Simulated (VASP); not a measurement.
Here is a VASP 6.6.1 calculation.

INCAR

```
  ALGO = Normal
  EDIFF = 1E-6
  ENCUT = 500
  GGA = PE
  GGA_COMPAT = F
  ISIF = 2
  ISMEAR = 0
  IVDW = 12
  LASPH = T
  LCHARG = F
  LREAL = F
  LWAVE = F
  NBANDS = 16
  NELM = 120
  PREC = Accurate
  SIGMA = 0.01
```

The input KPOINTS:

```
k-points
0
Gamma
  7 7 7
```

File POSCAR:

```
InP
1.0
    0.0000000000      2.9058727852      2.9058727852
    2.9058727852      0.0000000000      2.9058727852
    2.9058727852      2.9058727852      0.0000000000
In P
1 1
Direct
    0.0000000000      0.0000000000      0.0000000000
    0.2500000000      0.2500000000      0.2500000000
```

Potentials or basis: VASP PAW PBE potentials, release 64 (In_d, P).

Launch:

```sh
$ cat potpaw_PBE.64/In_d/POTCAR potpaw_PBE.64/P/POTCAR > POTCAR
$ mpirun -np 1 vasp_std > vasp.out
```

What does it give for the band gap on the k mesh?

0.85 eV, direct.

What does it give for the dispersion energy per atom?

-0.323 eV.

Caveat: three body term missing; spin-orbit coupling is left out, which moves the levels of the heavy elements.

**Experimental background.**

A printed reference work, data compilation reports, for a bulk crystal of InP at 1.6 K: band gap 1.4236 eV (direct).

Against the measured gap of InP, 1.4236 eV (direct; 1.6 K; a printed reference work, data compilation), the calculated 0.85 eV is off by -0.57 eV. Spin-orbit coupling on In is left out. The value is that of PBE+D3(BJ), without temperature or zero-point motion. Semilocal functionals fall short of measured gaps as a rule.
